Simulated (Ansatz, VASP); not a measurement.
## Two plane-wave programs on TePb

INCAR

```
PREC = Accurate
ENCUT = 520
EDIFF = 1E-8
ISMEAR = 1
SIGMA = 0.05
LREAL = False
LASPH = True
NELM = 60
ALGO = Normal
ISIF = 2
LWAVE = False
LCHARG = False
GGA = PE
IVDW = 12
LEFG = True
NBANDS = 17
```

File KPOINTS:

```
Automatic mesh
0
Gamma
  7 7 7
```

File POSCAR:

```
TePb
1.0
    4.0022870000      0.0000000000      0.0000000000
    0.0000000000      4.0022870000      0.0000000000
    0.0000000000      0.0000000000      4.0022870000
Pb Te
1 1
Direct
    0.0000000000      0.0000000000      0.0000000000
    0.5000000000      0.5000000000      0.5000000000
```

The input input.yaml:

```yaml
crystal:
  lattice:
    - [4.002287, 0.0, 0.0]
    - [0.0, 4.002287, 0.0]
    - [0.0, 0.0, 4.002287]
  atoms:
    - { symbol: Pb, position: [0.0, 0.0, 0.0] }
    - { symbol: Te, position: [0.5, 0.5, 0.5] }
hamiltonian:
  xc: pbe
  pseudopotentials: { kind: paw, core: large }
  dispersion: d3bj
kpoints:
  mp_grid: { grid: [7, 7, 7] }
scf:
  occupations: { method: methfessel_paxton, width: 0.05 }
output:
  forces: true
  stress: true
  eigenvalues: true
  efg: {}
  write_density: true
  write_potential: true
  elf: true
  volumetric_format: npy
```

Measurements of this composition are mostly on another form, of space group No. 225.

Alike in both runs: task electric field gradients; functional PBE; dispersion D3(BJ); k mesh 7 × 7 × 7; occupations methfessel-paxton of order 1, width 0.05 eV; no spin polarisation.

|  | VASP | Ansatz |
| --- | --- | --- |
| version | VASP 6.6.1 | Ansatz 0.2.0 |
| potentials or method | VASP PAW PBE potentials, release 64 (Pb_d, Te) | Ansatz PAW large core |
| plane-wave cutoff (eV) | 520 | 420 |
| valence electrons in the cell | 20 | 20 |

Ansatz gave:

| Property | Result |
| --- | --- |
| gap on the k mesh at the Fermi level (eV) | none |
| pressure (GPa) | -1.5 |
| dispersion energy (meV/atom) | -422.3 |
| Vzz of the field gradient on the site that differs most (V/Å²) | 0.0 |

Estimate VASP's values.

gap on the k mesh at the Fermi level (eV): none; pressure (GPa): -1.5; dispersion energy (meV/atom): -422.2; Vzz of the field gradient on the site that differs most (V/Å²): 0.0.

A gap of «none» marks a metal or a gap that the smearing closes.

Caveats: pairwise dispersion overbinds metals, which lowers pressure and volume; this set keeps more shells in the core, which shifts pressures and gaps (Ansatz). The runs have no spin-orbit coupling, so splittings on Pb, Te are missing.
